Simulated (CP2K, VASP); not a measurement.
Given: the input of a run of VASP 6.6.1 on Ni3Ge. The cell comes from a database or a generator and needn't be the stable form of this composition.

The input INCAR:

```
SYSTEM = Ni3Ge
  ALGO = Normal
  EDIFF = 1E-6
  ENCUT = 520
  GGA = CA
  ISIF = 2
  ISMEAR = 0
  ISPIN = 2
  LASPH = .True.
  LCHARG = .False.
  LMAXMIX = 4
  LORBIT = 11
  LREAL = .False.
  LWAVE = .False.
  MAGMOM = 0 1 1 1
  NBANDS = 43
  NELM = 150
  PREC = Accurate
  SIGMA = 0.02
```

The input KPOINTS:

```
k-points
0
Gamma
  8 8 8
  0 0 0
```

The input POSCAR:

```
Ni3Ge
1.0
    3.5303341067      0.0000000000      0.0000000000
    0.0000000000      3.5303341067      0.0000000000
    0.0000000000      0.0000000000      3.5303341067
Ge Ni
1 3
Cartesian
    0.0000000000      0.0000000000      0.0000000000
    1.7651670534      1.7651670534      0.0000000000
    0.0000000000      1.7651670534      1.7651670534
    1.7651670534      0.0000000000      1.7651670534
```

Potentials or basis: VASP PAW LDA potentials, release 64 (Ge_d, Ni_pv).

Run with:

```console
$ cat potpaw_LDA.64/Ge_d/POTCAR potpaw_LDA.64/Ni_pv/POTCAR > POTCAR
$ mpirun -np 1 vasp_std > vasp.out
```

Question: What does the same run look like in CP2K 2026.2? Potentials or basis there: GTH_POTENTIALS Ge GTH-PADE-q4, Ni GTH-PADE-q18; TZVP-MOLOPT-PBE-GTH, TZVP-MOLOPT-SR-GTH basis.

Answer: As run (cutoffs and basis follow the program's own potentials, and thresholds, step limits or extra output files can differ):

ni3ge_scf.inp

```
&GLOBAL
  PROJECT ni3ge_scf
  RUN_TYPE ENERGY_FORCE
  PRINT_LEVEL LOW
&END GLOBAL
&FORCE_EVAL
  METHOD QS
  STRESS_TENSOR ANALYTICAL
  &DFT
    BASIS_SET_FILE_NAME BASIS_MOLOPT_UZH
    BASIS_SET_FILE_NAME BASIS_MOLOPT_UCL
    POTENTIAL_FILE_NAME GTH_POTENTIALS
    UKS T
    MULTIPLICITY 5
    &MGRID
      CUTOFF 600
      REL_CUTOFF 60
      NGRIDS 4
    &END MGRID
    &QS
      METHOD GPW
      EPS_DEFAULT 1.0E-10
    &END QS
    &KPOINTS
      SCHEME MONKHORST-PACK 8 8 8
      GAMMA_CENTERED T
      SYMMETRY T
      SYMMETRY_BACKEND SPGLIB
    &END KPOINTS
    &SCF
      SCF_GUESS ATOMIC
      EPS_SCF 1.0E-6
      MAX_SCF 150
      ADDED_MOS 23 27
      CHOLESKY OFF
      EPS_EIGVAL 1.0E-7
      &DIAGONALIZATION ON
        ALGORITHM STANDARD
      &END DIAGONALIZATION
      &MIXING ON
        METHOD PULAY_MIXING
        ALPHA 0.4
        BETA 1.5
        NBUFFER 6
      &END MIXING
      &SMEAR ON
        METHOD GAUSSIAN
        SIGMA [eV] 0.02
      &END SMEAR
    &END SCF
    &XC
      &XC_FUNCTIONAL
        &LDA_X
        &END LDA_X
        &LDA_C_PW
        &END LDA_C_PW
      &END XC_FUNCTIONAL
    &END XC
    &PRINT
      &KPOINTS ON
      &END KPOINTS
      &MULLIKEN ON
      &END MULLIKEN
      &MO ON
        ENERGIES T
        OCCUPATION_NUMBERS T
        &EACH
          QS_SCF 0
        &END EACH
        ADD_LAST NUMERIC
      &END MO
      &LOWDIN ON
      &END LOWDIN
      &HIRSHFELD ON
        SHAPE_FUNCTION DENSITY
      &END HIRSHFELD
    &END PRINT
  &END DFT
  &SUBSYS
    &CELL
      A 3.5303341067 0.0000000000 0.0000000000
      B 0.0000000000 3.5303341067 0.0000000000
      C 0.0000000000 0.0000000000 3.5303341067
      PERIODIC XYZ
    &END CELL
    &COORD
      SCALED
      Ge  0.0000000000 0.0000000000 0.0000000000
      Ni  0.5000000000 0.5000000000 0.0000000000
      Ni  0.0000000000 0.5000000000 0.5000000000
      Ni  0.5000000000 0.0000000000 0.5000000000
    &END COORD
    &KIND Ge
      BASIS_SET TZVP-MOLOPT-PBE-GTH-q4
      POTENTIAL GTH-PADE-q4
    &END KIND
    &KIND Ni
      BASIS_SET TZVP-MOLOPT-SR-GTH-q18
      POTENTIAL GTH-PADE-q18
      MAGNETIZATION 1.0
    &END KIND
    &PRINT
      &ATOMIC_COORDINATES ON
      &END ATOMIC_COORDINATES
      &CELL ON
      &END CELL
    &END PRINT
  &END SUBSYS
  &PRINT
    &FORCES ON
    &END FORCES
    &STRESS_TENSOR ON
    &END STRESS_TENSOR
  &END PRINT
&END FORCE_EVAL
```

Potentials or basis: GTH_POTENTIALS Ge GTH-PADE-q4, Ni GTH-PADE-q18; TZVP-MOLOPT-PBE-GTH, TZVP-MOLOPT-SR-GTH basis.

The run is started by

```sh
$ OMP_NUM_THREADS=1 cp2k.psmp -i ni3ge_scf.inp -o ni3ge_scf.out
```

Both were run:

|  | VASP | CP2K |
| --- | --- | --- |
| Pressure | -8.6 GPa | -9.6 GPa |
| Net moment | 0.00 μB per cell | 0.00 μB per cell |

The potentials hold 62 and 58 valence electrons a cell.

The two programs' LDA may be different fits to the electron gas.

The magnetic state is the one that the start led to; the real crystal's order can differ.

Pressure is positive in compression.
